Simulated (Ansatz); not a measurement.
AlAs (F-43m): from strained cells to moduli

```yaml
crystal:
  lattice:
    - [0.00000, 2.83733, 2.83733]
    - [2.83733, 0.00000, 2.83733]
    - [2.83733, 2.83733, 0.00000]
  atoms:
    - { symbol: Al, position: [0.00000, 0.00000, 0.00000] }
    - { symbol: As, position: [0.75000, 0.75000, 0.75000] }
```

Level of theory, where no other is named: PBEsol, all-electron LAPW in Ansatz 0.2.0, scalar-relativistic. k mesh 8×8×8, fixed occupations, basis error target 1 meV/atom. The cell was relaxed by PAW under this functional.

The cell is cubic and carries a residual pressure of -0.02 GPa at this level. Each strain component that symmetry leaves independent is applied at ±0.003 and ±0.006, the ions relax wherever a strain frees them, and the stress (tension positive, GPa) is read. Shears are engineering strains, γ = 2ε.

```json
{"strain": "xx", "size": "-0.006", "σxx": "-0.6340", "σyy": "-0.3156", "σzz": "-0.3156", "σyz": "0.0000", "σxz": "0.0000", "σxy": "0.0000"}
{"strain": "xx", "size": "-0.003", "σxx": "-0.3083", "σyy": "-0.1479", "σzz": "-0.1479", "σyz": "0.0000", "σxz": "0.0000", "σxy": "0.0000"}
{"strain": "xx", "size": "+0.003", "σxx": "0.3390", "σyy": "0.1764", "σzz": "0.1764", "σyz": "0.0000", "σxz": "0.0000", "σxy": "0.0000"}
{"strain": "xx", "size": "+0.006", "σxx": "0.6605", "σyy": "0.3331", "σzz": "0.3331", "σyz": "0.0000", "σxz": "0.0000", "σxy": "0.0000"}
{"strain": "yz", "size": "-0.006", "σxx": "0.0168", "σyy": "0.0150", "σzz": "0.0150", "σyz": "-0.3087", "σxz": "0.0000", "σxy": "0.0000"}
{"strain": "yz", "size": "-0.003", "σxx": "0.0163", "σyy": "0.0158", "σzz": "0.0158", "σyz": "-0.1544", "σxz": "0.0000", "σxy": "0.0000"}
{"strain": "yz", "size": "+0.003", "σxx": "0.0163", "σyy": "0.0158", "σzz": "0.0158", "σyz": "0.1544", "σxz": "0.0000", "σxy": "0.0000"}
{"strain": "yz", "size": "+0.006", "σxx": "0.0168", "σyy": "0.0150", "σzz": "0.0150", "σyz": "0.3087", "σxz": "0.0000", "σxy": "0.0000"}
```

The slope is [8(σ(+δ) − σ(−δ)) − (σ(+2δ) − σ(−2δ))]/(12δ), and the program imposes the crystal's symmetry on the matrix.

Q: What are the independent elastic constants?

A: C11 = 107.9, C12 = 54.0, C44 = 51.5 GPa.

Q: Do they meet the Born conditions?

A: C11 − C12 = 53.8, C11 + 2C12 = 216.0 and C44 = 51.5 GPa must all be positive, so the crystal is elastically stable; that says nothing yet of its phonons.

Q: What moduli does a random aggregate of grains have?

A: B = (C11 + 2C12)/3 = 72.0 GPa. G_V = (C11 − C12 + 3C44)/5 = 41.6 and G_R = 5(C11 − C12)C44/(4C44 + 3(C11 − C12)) = 37.7, so G_H = 39.7 GPa. Then E = 9BG/(3B + G) = 100.5 GPa, ν = (3B − 2G)/(6B + 2G) = 0.267 and B/G = 1.81, on the ductile side of Pugh's 1.75 (a rule of thumb, made for metals; it doesn't predict ductility here).

Q: With the density of 3.704 g/cm³, how fast does sound travel, and what Debye temperature follows?

A: 

| direction | slow (m/s) | middle (m/s) | fast (m/s) |
| --- | --- | --- | --- |
| [100] | 3727 | 3727 | 5397 |
| [110] | 2696 | 3727 | 5979 |
| [111] | 3078 | 3078 | 6161 |

The mean of v⁻³ over directions and branches gives v_m = 3613 m/s and θ_D = (ħ/k_B) v_m (6π²n)^(1/3) = 379 K, n being atoms per volume. Young's modulus spans 72 to 125 GPa over directions, and the universal anisotropy index is 0.52.

Q: How far do the constants move if PAW replaces LAPW in the same cell?

A: 

```tsv
constant	LAPW (GPa)	PAW (GPa)	difference
C11	107.9	108.0	0.1
C12	54.0	54.4	0.4
C44	51.5	51.5	0.0
```

Known limits: constants at zero field, no piezoelectric stiffening; the frozen-core PAW files of the compared runs were fitted under PBE, their cores solved anew for this functional.
